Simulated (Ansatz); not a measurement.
## CoSi: a vibration from a frozen displacement

These are results of Ansatz, DFT PBEsol, scalar-relativistic, plane waves, PAW, not measurements. The runs took a 420 eV cutoff, a Γ-centred 22×22×22 mesh and Gaussian smearing (0.15 eV). Collinear spins, started from moments 0.5, 0.0 μB in atom order; the magnetic state may not be the lowest. Energies are free energies at this smearing, counted from the undisturbed cell; pressure is positive in compression.

The starting cell (relaxed at this level; with this scan's settings it stands at 0.2 GPa; this CsCl-type form isn't the usual structure):

```
Co Si
1.0
     2.75206    0.00000    0.00000
     0.00000    2.75206    0.00000
     0.00000    0.00000    2.75206
Co Si
1 1
Direct
  0.00000 0.00000 0.00000
  0.50000 0.50000 0.50000
```

Every Co atom is moved by x along the Cartesian unit vector (-0.577, -0.577, -0.577); the cell and all other atoms stay fixed. The cell's volume is 20.84 Å³; the moved atoms weigh 58.933 u together and the others 28.085 u.

| x (Å) | ΔE (meV/cell) | total force on the moved atoms along the move (eV/Å) | pressure (GPa) |
| --- | --- | --- | --- |
| -0.1000 | 28.00 | 0.5731 | 1.1798 |
| -0.0500 | 6.88 | 0.2768 | 0.4063 |
| 0.0000 | 0.00 | 0.0000 | 0.1511 |
| 0.0750 | 15.59 | -0.4212 | 0.7276 |

**Question.** What frequency belongs to this motion?

**Answer.** The force constant is k = −dF/dx = 5.568 eV/Å², from the parabola through x = -0.0500, 0 and 0.0750. In every cell the moved atoms swing against the rest, so the mass is μ = m₁m₂/(m₁ + m₂) = 19.021 u, and ν̃ = 521.5 cm⁻¹ × √(|k|/μ) = 282 cm⁻¹. To first order in x, and within 1 %, the force on every atom lies along the move and, within each of the two groups, in proportion to the atom's mass, so this is itself a mode at the zone centre of this cell.

**Question.** How far does the harmonic law reach?

**Answer.** At x = -0.100 Å, kx²/2 = 27.84 meV against the computed 28.00 meV (+0.6 %): the well is still close to harmonic there.

In a metal these slopes depend on the k mesh and the smearing.

Cost: 4 runs of about 5.4 core-minutes in all, on Arm Neoverse V2 (shared hosts).